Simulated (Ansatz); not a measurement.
# WS2: the cost of one run

Program: Ansatz 0.2.0. Level of theory: DFT PBE, scalar-relativistic, plane waves, PAW. These are calculated values, not measurements.

## Step 1: The starting structure

The structure is trigonal, space group P-3m1 (No. 164). The conventional cell has a = 3.183 Å, b = 3.183 Å, c = 23.669 Å, α = 90.00°, β = 90.00°, γ = 120.00°. Around W (site symmetry 3m) lie 6 S at 2.41 Å. Around S (site symmetry 3m) lie 3 W at 2.41 Å.

Structure file:

```
W S
1.0
     9.54963    0.00000    0.00000
    -4.77481    8.27022    0.00000
     0.00000    0.00000   23.66876
W S
18 36
Direct
  0.11111 0.22222 0.63732
  0.11111 0.55556 0.63732
  0.11111 0.88889 0.63732
  0.44444 0.22222 0.63732
  0.44444 0.55556 0.63732
  0.44444 0.88889 0.63732
  0.77778 0.22222 0.63732
  0.77778 0.55556 0.63732
  0.77778 0.88889 0.63732
  0.22222 0.11111 0.36268
  0.22222 0.44444 0.36268
  0.22222 0.77778 0.36268
  0.55556 0.11111 0.36268
  0.55556 0.44444 0.36268
  0.55556 0.77778 0.36268
  0.88889 0.11111 0.36268
  0.88889 0.44444 0.36268
  0.88889 0.77778 0.36268
  0.11111 0.22222 0.29682
  0.11111 0.55556 0.29682
  0.11111 0.88889 0.29682
  0.44444 0.22222 0.29682
  0.44444 0.55556 0.29682
  0.44444 0.88889 0.29682
  0.77778 0.22222 0.29682
  0.77778 0.55556 0.29682
  0.77778 0.88889 0.29682
  0.22222 0.11111 0.57144
  0.22222 0.44444 0.57144
  0.22222 0.77778 0.57144
  0.55556 0.11111 0.57144
  0.55556 0.44444 0.57144
  0.55556 0.77778 0.57144
  0.88889 0.11111 0.57144
  0.88889 0.44444 0.57144
  0.88889 0.77778 0.57144
  0.11111 0.22222 0.42856
  0.11111 0.55556 0.42856
  0.11111 0.88889 0.42856
  0.44444 0.22222 0.42856
  0.44444 0.55556 0.42856
  0.44444 0.88889 0.42856
  0.77778 0.22222 0.42856
  0.77778 0.55556 0.42856
  0.77778 0.88889 0.42856
  0.22222 0.11111 0.70318
  0.22222 0.44444 0.70318
  0.22222 0.77778 0.70318
  0.55556 0.11111 0.70318
  0.55556 0.44444 0.70318
  0.55556 0.77778 0.70318
  0.88889 0.11111 0.70318
  0.88889 0.44444 0.70318
  0.88889 0.77778 0.70318
```

The runs take a perfect supercell of 54 atoms; the defect goes to fractional position (0.111, 0.222, 0.297).

## Step 2: The perfect supercell

input.yaml

```yaml
crystal:
  lattice:
    - [9.549626, 0.0, 0.0]
    - [-4.774813, 8.270218, 0.0]
    - [0.0, 0.0, 23.668763]
  atoms:
    - { symbol: W, position: [0.111111, 0.222222, 0.637318] }
    - { symbol: W, position: [0.111111, 0.555556, 0.637318] }
    - { symbol: W, position: [0.111111, 0.888889, 0.637318] }
    - { symbol: W, position: [0.444444, 0.222222, 0.637318] }
    - { symbol: W, position: [0.444444, 0.555556, 0.637318] }
    - { symbol: W, position: [0.444444, 0.888889, 0.637318] }
    - { symbol: W, position: [0.777778, 0.222222, 0.637318] }
    - { symbol: W, position: [0.777778, 0.555556, 0.637318] }
    - { symbol: W, position: [0.777778, 0.888889, 0.637318] }
    - { symbol: W, position: [0.222222, 0.111111, 0.362682] }
    - { symbol: W, position: [0.222222, 0.444444, 0.362682] }
    - { symbol: W, position: [0.222222, 0.777778, 0.362682] }
    - { symbol: W, position: [0.555556, 0.111111, 0.362682] }
    - { symbol: W, position: [0.555556, 0.444444, 0.362682] }
    - { symbol: W, position: [0.555556, 0.777778, 0.362682] }
    - { symbol: W, position: [0.888889, 0.111111, 0.362682] }
    - { symbol: W, position: [0.888889, 0.444444, 0.362682] }
    - { symbol: W, position: [0.888889, 0.777778, 0.362682] }
    - { symbol: S, position: [0.111111, 0.222222, 0.296816] }
    - { symbol: S, position: [0.111111, 0.555556, 0.296816] }
    - { symbol: S, position: [0.111111, 0.888889, 0.296816] }
    - { symbol: S, position: [0.444444, 0.222222, 0.296816] }
    - { symbol: S, position: [0.444444, 0.555556, 0.296816] }
    - { symbol: S, position: [0.444444, 0.888889, 0.296816] }
    - { symbol: S, position: [0.777778, 0.222222, 0.296816] }
    - { symbol: S, position: [0.777778, 0.555556, 0.296816] }
    - { symbol: S, position: [0.777778, 0.888889, 0.296816] }
    - { symbol: S, position: [0.222222, 0.111111, 0.571442] }
    - { symbol: S, position: [0.222222, 0.444444, 0.571442] }
    - { symbol: S, position: [0.222222, 0.777778, 0.571442] }
    - { symbol: S, position: [0.555556, 0.111111, 0.571442] }
    - { symbol: S, position: [0.555556, 0.444444, 0.571442] }
    - { symbol: S, position: [0.555556, 0.777778, 0.571442] }
    - { symbol: S, position: [0.888889, 0.111111, 0.571442] }
    - { symbol: S, position: [0.888889, 0.444444, 0.571442] }
    - { symbol: S, position: [0.888889, 0.777778, 0.571442] }
    - { symbol: S, position: [0.111111, 0.222222, 0.428558] }
    - { symbol: S, position: [0.111111, 0.555556, 0.428558] }
    - { symbol: S, position: [0.111111, 0.888889, 0.428558] }
    - { symbol: S, position: [0.444444, 0.222222, 0.428558] }
    - { symbol: S, position: [0.444444, 0.555556, 0.428558] }
    - { symbol: S, position: [0.444444, 0.888889, 0.428558] }
    - { symbol: S, position: [0.777778, 0.222222, 0.428558] }
    - { symbol: S, position: [0.777778, 0.555556, 0.428558] }
    - { symbol: S, position: [0.777778, 0.888889, 0.428558] }
    - { symbol: S, position: [0.222222, 0.111111, 0.703184] }
    - { symbol: S, position: [0.222222, 0.444444, 0.703184] }
    - { symbol: S, position: [0.222222, 0.777778, 0.703184] }
    - { symbol: S, position: [0.555556, 0.111111, 0.703184] }
    - { symbol: S, position: [0.555556, 0.444444, 0.703184] }
    - { symbol: S, position: [0.555556, 0.777778, 0.703184] }
    - { symbol: S, position: [0.888889, 0.111111, 0.703184] }
    - { symbol: S, position: [0.888889, 0.444444, 0.703184] }
    - { symbol: S, position: [0.888889, 0.777778, 0.703184] }
basis:
  ecutwfc: 420
  fft_grid_basis: typed
kpoints:
  mp_grid: { grid: [3, 3, 1] }
hamiltonian:
  xc: pbe
  pseudopotentials: { kind: paw }
scf:
  occupations: { method: gaussian, width: 0.05 }
output:
  forces: true
  stress: false
  eigenvalues: true
  bader: false
  write_density: true
  volumetric_format: npy
```

Started as:

```sh
$ ansatz run input.yaml --threads 8 --pin off --max-ram 16384MiB --backend cpu --events-out ev --progress --plain --runs-dir out
```

What time and memory should one allow on 8 threads of Arm Neoverse V2, shared host?

About 14 s, with a peak of 7.1 GiB.
